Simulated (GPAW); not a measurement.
# W (Pm-3n) in GPAW: further runs

One crystal, W, is run at these levels: PBEsol; tasks: band structure.

Program: GPAW 26.7.0. These are calculated values, not measurements. Logs are shortened: lines on timing, memory, paths and dates and some standing lists are left out, and cuts for length are marked. The log counts tension as positive stress, the text compression.

**1. The structure**

Symmetry: Pm-3n, No. 223, cubic system. The conventional cell has a = 5.083 Å, b = 5.083 Å, c = 5.083 Å, α = 90.00°, β = 90.00°, γ = 90.00°. W (site symmetry -4m2) is surrounded by 6 W at 2.54 to 2.84 Å. W (site symmetry m-3) has 12 W at 2.84 Å as nearest neighbours.

This isn't the form of W at room conditions, which is bcc.

**2. Band structure, PBEsol**

run.py

```python
from ase import Atoms
from ase.dft.bandgap import bandgap
from ase.io import write
from ase.units import GPa
from gpaw import GPAW, PW, setup_paths

setup_paths.insert(0, '.')

atoms = Atoms(['W', 'W', 'W', 'W', 'W', 'W', 'W', 'W'],
              cell=[[5.083, 0.0, 0.0],
                    [0.0, 5.083, 0.0],
                    [0.0, 0.0, 5.083]],
              scaled_positions=[[0.5, 0.25, 0.0],
                                [0.5, 0.75, 0.0],
                                [0.75, 0.0, 0.5],
                                [0.25, 0.0, 0.5],
                                [0.0, 0.5, 0.75],
                                [0.0, 0.5, 0.25],
                                [0.5, 0.5, 0.5],
                                [0.0, 0.0, 0.0]],
              pbc=True)

calc = GPAW(mode=PW(600),
            xc='PBEsol',
            kpts={'size': (5, 5, 5), 'gamma': True},
            occupations={'name': 'fermi-dirac', 'width': 0.05},
            nbands=94,
            convergence={'density': 1e-05, 'energy': 1e-05},
            maxiter=150,
            txt='gpaw.txt')
atoms.calc = calc
energy = atoms.get_potential_energy()
forces = atoms.get_forces()
stress = atoms.get_stress()
calc.write('gs.gpw')
write('result.traj', atoms)
print(f'Energy: {energy:.6f} eV')
print('Forces (eV/A):')
print(forces.round(4))
print('Stress (GPa):', (stress / GPa).round(3))
print('Fermi level:', round(calc.get_fermi_level(), 4), 'eV')
print(f'Gap: {bandgap(calc)[0]:.4f} eV, direct: {bandgap(calc, direct=True)[0]:.4f} eV')

path = atoms.cell.bandpath('GXMGRX,MR', npoints=80, eps=1e-4)
bs_calc = calc.fixed_density(kpts=path, symmetry='off', nbands=129,
                             convergence={'bands': 'CBM+6.0', 'eigenstates': 1e-6}, txt='bands.txt')
bs = bs_calc.band_structure()
bs.write('bs.json')
print(f'Gap on the path: {bandgap(bs_calc)[0]:.4f} eV')
```

Potentials or basis: PAW data sets generated in the run's folder for this functional, pw.

On the command line:

```sh
$ gpaw-setup -f PBEsol W
$ OMP_NUM_THREADS=1 python run.py
```

gpaw.txt:

```text
__  _  _
 | _ |_)|_||  |
 |__||  | ||/\| - 26.7.0

Input parameters:
  mode=PW(ecut=600.0),
  convergence={'density': 1e-05, 'energy': 1e-05},
  kpts=MonkhorstPack(size=(5, 5, 5), gamma=True),
  maxiter=150,
  nbands=94,
  occupations=Occupations(name='fermi-dirac', width=0.05),
  xc=XC(name='PBEsol')

Diagonalizing LCAO Hamiltonian
Converting LCAO to pw mode
    .-----------.
   /|           |
  / |           |
 * W|           |
 |  |           |
 |  |    W      |
 | WW-----W-----.
 | /     W     /
 |/     W     /
 W-----------*

Atoms  # Å, Bohr magnetons
|   | symbol |        x |        y |        z |    initial magnetic moments |
|---|--------|----------|----------|----------|-----------------------------|
| 0 |      W | 2.541500 | 1.270750 | 0.000000 | ( 0.0000,  0.0000,  0.0000) |
| 1 |      W | 2.541500 | 3.812250 | 0.000000 | ( 0.0000,  0.0000,  0.0000) |
| 2 |      W | 3.812250 | 0.000000 | 2.541500 | ( 0.0000,  0.0000,  0.0000) |
| 3 |      W | 1.270750 | 0.000000 | 2.541500 | ( 0.0000,  0.0000,  0.0000) |
| 4 |      W | 0.000000 | 2.541500 | 3.812250 | ( 0.0000,  0.0000,  0.0000) |
| 5 |      W | 0.000000 | 2.541500 | 1.270750 | ( 0.0000,  0.0000,  0.0000) |
| 6 |      W | 2.541500 | 2.541500 | 2.541500 | ( 0.0000,  0.0000,  0.0000) |
| 7 |      W | 0.000000 | 0.000000 | 0.000000 | ( 0.0000,  0.0000,  0.0000) |

Unit cell  # Å
| periodic |        x |        y |        z |  lengths |    angles |
|----------|----------|----------|----------|----------|-----------|
|      yes | 5.083000 | 0.000000 | 0.000000 | 5.083000 | 90.000000 |
|      yes | 0.000000 | 5.083000 | 0.000000 | 5.083000 | 90.000000 |
|      yes | 0.000000 | 0.000000 | 5.083000 | 5.083000 | 90.000000 |

Number of symmetries: 24
Symmetry operations  # r_c * U_cc + t_c -> r_c
|    | kind |            matrix            |
|----|------|------------------------------|
|  0 |  E   |  1, 0, 0,  0, 1, 0,  0, 0, 1 |
|  1 |  σ   |  1, 0, 0,  0, 1, 0,  0, 0,-1 |
|  2 |  σ   |  1, 0, 0,  0,-1, 0,  0, 0, 1 |
|  3 |  C2  |  1, 0, 0,  0,-1, 0,  0, 0,-1 |
|  4 |  C3  |  0, 1, 0,  0, 0, 1,  1, 0, 0 |
|  5 |  S6  |  0, 1, 0,  0, 0, 1, -1, 0, 0 |
|  6 |  S6  |  0, 1, 0,  0, 0,-1,  1, 0, 0 |
|  7 |  C3  |  0, 1, 0,  0, 0,-1, -1, 0, 0 |
|  8 |  C3  |  0, 0, 1,  1, 0, 0,  0, 1, 0 |
|  9 |  S6  |  0, 0, 1,  1, 0, 0,  0,-1, 0 |
| 10 |  S6  |  0, 0, 1, -1, 0, 0,  0, 1, 0 |
| 11 |  C3  |  0, 0, 1, -1, 0, 0,  0,-1, 0 |
| 12 |  S6  |  0, 0,-1,  1, 0, 0,  0, 1, 0 |
| 13 |  C3  |  0, 0,-1,  1, 0, 0,  0,-1, 0 |
| 14 |  C3  |  0, 0,-1, -1, 0, 0,  0, 1, 0 |
| 15 |  S6  |  0, 0,-1, -1, 0, 0,  0,-1, 0 |
| 16 |  S6  |  0,-1, 0,  0, 0, 1,  1, 0, 0 |
| 17 |  C3  |  0,-1, 0,  0, 0, 1, -1, 0, 0 |
| 18 |  C3  |  0,-1, 0,  0, 0,-1,  1, 0, 0 |
| 19 |  S6  |  0,-1, 0,  0, 0,-1, -1, 0, 0 |
| 20 |  σ   | -1, 0, 0,  0, 1, 0,  0, 0, 1 |
| 21 |  C2  | -1, 0, 0,  0, 1, 0,  0, 0,-1 |
| 22 |  C2  | -1, 0, 0,  0,-1, 0,  0, 0, 1 |
| 23 |  i   | -1, 0, 0,  0,-1, 0,  0, 0,-1 |

BZ-sampling:
  Number of BZ points: 125
  Number of IBZ points: 11

  Monkhorst-Pack size: [5, 5, 5]
  Monkhorst-Pack shift: [0, 0, 0]

K-points  # in reciprocal-cell coordinates
|     |                                coordinates |     weight |
|-----|--------------------------------------------|------------|
|   0 | (  0.00000000,   0.00000000,   0.00000000) | 0.00800000 |
|   1 | (  0.20000000,   0.00000000,   0.00000000) | 0.04800000 |
|   2 | (  0.20000000,   0.20000000,   0.00000000) | 0.09600000 |
|   3 | (  0.20000000,   0.20000000,   0.20000000) | 0.06400000 |
|   4 | (  0.40000000,   0.00000000,   0.00000000) | 0.04800000 |
|   5 | (  0.40000000,   0.00000000,   0.20000000) | 0.09600000 |
|   6 | (  0.40000000,   0.20000000,   0.00000000) | 0.09600000 |
|   7 | (  0.40000000,   0.20000000,   0.20000000) | 0.19200000 |
|   8 | (  0.40000000,   0.40000000,   0.00000000) | 0.09600000 |
|   9 | (  0.40000000,   0.40000000,   0.20000000) | 0.19200000 |
| ... |                                            |            |
|  10 | (  0.40000000,   0.40000000,   0.40000000) | 0.06400000 |

Plane wave coefficients: 4400
Cutoff: 600.0 eV

Spin-components: 1 (collinear spins)
Bands:           94
Projectors:      48
Spin-degeneracy: 2
Datatype:        complex128

Parallelization:
  kpt:    1
  domain: 1
  band:   1

Density:
  Valence electrons: 112.0
  Components: 1
  Grid points: [30 30 30]
  Charge: 0.0  # |e|

Potential:
  Grid points: [30 30 30]

species:
  W:
    name:    Tungsten
    Z:       74.0
    valence: 14
    core:    60
    charge:  0.0  # [|e|]
    compensation charges:
      type: gauss
      rc: 0.40  # [Å]
      lmax: 2
    cutoffs:
      filter: 2.36  # [Å]
      core: 3.02  # [Å]
    projectors
    | kind |    occ | energy [eV] | rcut [Å] |
    |------|--------|-------------|----------|
    |   5s |  2.000 |     -78.864 |    1.344 |
    |   6s |  2.000 |      -5.730 |    1.344 |
    |   5p |  6.000 |     -43.252 |    1.355 |
    |   6p |  0.000 |      -1.338 |    1.355 |
    |   5d |  4.000 |      -4.526 |    1.228 |
    |    d |        |      22.686 |    1.228 |

    Using partial waves for W as LCAO basis

Reference energy: -3509142.169390  # eV

eigensolver:
  PPCG
  Converge bands: occupied
  niter=2

density mixing:
  MSR1-Mixer
  Pratt-step length: 0.05
  Maximum mixing coefficient: 0.75
  Old densities: 10
  SVD Regularization: 0.005
  Good broyden scale: 1.0
  Trust region scale: 1.0
  Backstep threshold: 4.0
  History deletion threshold: 6.0
  Fourier metric: weight=20.0, sigma=0.015

occupation numbers:
  Fermi-Dirac:
    width: 0.0500  # eV

poisson solver:
  ecut: 4800.0  # eV

xc functional:
  name: PBEsol with 2 nearest neighbor stencil

convergence criteria:
- Maximum integral of absolute [dens]ity change: 1e-05 electrons / valence electron
- Maximum [total energy] change in last 3 cyles: 1e-05 eV / valence electron
- Maximum integral of absolute [eigenst]ate change: 4e-08 eV^2 / valence electron
maximum number of iterations: 150

SCF iterations
|iter     | |      energy | eigst |  dens |
|---------|-|-------------|-------|-------|
|iter:   1| | -100.566722 | +0.06 |       |
|iter:   2| | -100.300121 | -2.33 | -1.21 |
|iter:   3| |  -98.673279 | -1.28 | -1.23 |
|iter:   4| |  -98.883729 | -2.22 | -1.78 |
|iter:   5| |  -98.500733 | -2.58 | -1.70 |
|iter:   6| |  -98.505662 | -3.76 | -2.19 |
|iter:   7| |  -98.506154 | -5.01 | -2.94 |
|iter:   8| |  -98.506213c| -6.13 | -3.57 |
|iter:   9| |  -98.506211c| -7.73c| -4.38 |
|iter:  10| |  -98.506211c| -8.45c| -5.20c|

Converged in 10 steps
Energy contributions relative to reference atoms: (reference = -3509142.169390)

Energy contributions:
  Kinetic:          14.811229
  Coulomb:         -32.777748
  Zero:             -0.258672
  External:          0.000000
  Xc:              -80.269802
  Entropy:          -0.022437
  Spinorbit:         0.000000
  ----------------------------
  Free energy:     -98.517430
  Extrapolated:    -98.506211

dipole moment: (-56.977760, -56.977760, -56.977760)  # |e|*Ang

Fermi level: 13.589
Eigenvalues  # (at kpt = [0.000, 0.000, 0.000])
| band index |      eig [eV] | occ [0-2] |
|------------|---------------|-----------|
|          0 |       -60.180 |     2.000 |
|        ... |               |           |
|         49 |        11.580 |     2.000 |
|         50 |        11.580 |     2.000 |
|         51 |        11.580 |     2.000 |
|         52 |        12.190 |     2.000 |
|         53 |        12.190 |     2.000 |
|         54 |        13.160 |     2.000 |
[... 8 lines left out ...]
|         63 |        15.420 |     0.000 |
|         64 |        15.420 |     0.000 |
|        ... |               |           |
|         93 |        28.204 |     0.000 |

No gap
No difference between direct/indirect transitions

Forces  # eV/Ang
|        x |        y |        z |
|----------|----------|----------|
|  0.00000 | -0.00000 |  0.00000 |  # W    0
|  0.00000 |  0.00000 |  0.00000 |  # W    1
|  0.00000 |  0.00000 |  0.00000 |  # W    2
| -0.00000 |  0.00000 |  0.00000 |  # W    3
|  0.00000 |  0.00000 |  0.00000 |  # W    4
|  0.00000 |  0.00000 | -0.00000 |  # W    5
|  0.00000 |  0.00000 |  0.00000 |  # W    6
| -0.00000 | -0.00000 |  0.00000 |  # W    7

Stress tensor  # eV/Ang^3
|        x |        y |        z |
|----------|----------|----------|
| 0.059463 | 0.000000 | 0.000000 |
| 0.000000 | 0.059463 | 0.000000 |
| 0.000000 | 0.000000 | 0.059463 |

# Writing to gs.gpw (mode='')
```

It took 9.7 min on 1 thread of Arm Neoverse V1, shared host; peak memory 1.2 GiB.

What came out:

```
Free energy             : -98.5174 eV
Pressure                : -9.5 GPa
Band gap along the path : none (metal or under the smearing width)
```

Levels at the corners of the path, in eV from the Fermi level:
```
point  band 53  band 54  band 55  band 56  band 57  band 58  band 59  band 60
    Γ    -1.40    -1.40    -0.43    -0.43    -0.43     1.62     1.62     1.62
    X    -1.09    -1.09    -0.88    -0.88     0.59     0.59     0.83     0.83
    M    -1.18    -0.86    -0.86     0.32     0.32     0.36     0.60     1.00
    Γ    -1.40    -1.40    -0.43    -0.43    -0.43     1.62     1.62     1.62
    R    -1.33    -1.33    -1.33    -1.33     1.37     1.37     1.37     1.37
    X    -1.09    -1.09    -0.88    -0.88     0.59     0.59     0.83     0.83
    M    -1.18    -0.86    -0.86     0.32     0.32     0.36     0.60     1.00
    R    -1.33    -1.33    -1.33    -1.33     1.37     1.37     1.37     1.37
```

Caveat: spin-orbit coupling is left out, which moves the levels of the heavy elements.

**3. Band structure, PBEsol, spin-orbit coupling, no magnetisation**

Changes to run.py since step 2:

```diff
@@ -1 +1,2 @@
+import numpy as np
 from ase import Atoms
@@ -5,2 +6,3 @@
 from gpaw import GPAW, PW, setup_paths
+from gpaw.spinorbit import soc_eigenstates
 
@@ -49 +51,7 @@
 print(f'Gap on the path: {bandgap(bs_calc)[0]:.4f} eV')
+
+soc = soc_eigenstates(bs_calc, theta=0, phi=0)
+np.savetxt('soc_bands.dat', soc.eigenvalues(), fmt='%.4f')
+mesh = soc_eigenstates('gs.gpw', theta=0, phi=0)
+np.savetxt('soc_mesh.dat', mesh.eigenvalues(), fmt='%.4f')
+print('Fermi level with spin-orbit coupling:', round(mesh.fermi_level, 4), 'eV')
```

Potentials or basis: PAW data sets generated in the run's folder for this functional, pw.

On the command line:

```sh
$ gpaw-setup -f PBEsol W
$ OMP_NUM_THREADS=1 python run.py
```

It took 9.8 min on 1 thread of Arm Neoverse V1, shared host; peak memory 1.5 GiB.

Results (log left out):

```
Free energy             : -98.5174 eV
Pressure                : -9.5 GPa
Band gap along the path : none (metal or under the smearing width)
```

Levels at the corners of the path, in eV from the Fermi level:
```
point  band 110  band 111  band 112  band 113  band 114  band 115
    Γ     -0.67     -0.67     -0.67     -0.16     -0.16      1.46
    X     -0.91     -0.91     -0.91      0.47      0.47      0.47
    M     -0.85      0.24      0.24      0.25      0.25      0.38
    Γ     -0.67     -0.67     -0.67     -0.16     -0.16      1.46
    R     -1.34     -1.34     -1.34      1.19      1.19      1.19
    X     -0.91     -0.91     -0.91      0.47      0.47      0.47
    M     -0.85      0.24      0.24      0.25      0.25      0.38
    R     -1.34     -1.34     -1.34      1.19      1.19      1.19
```

Caveat: spin-orbit coupling was added after a scalar SCF, so levels and gaps hold it while energy, forces, pressure and moments don't; this program's spin-orbit splittings come out too wide for heavy elements.
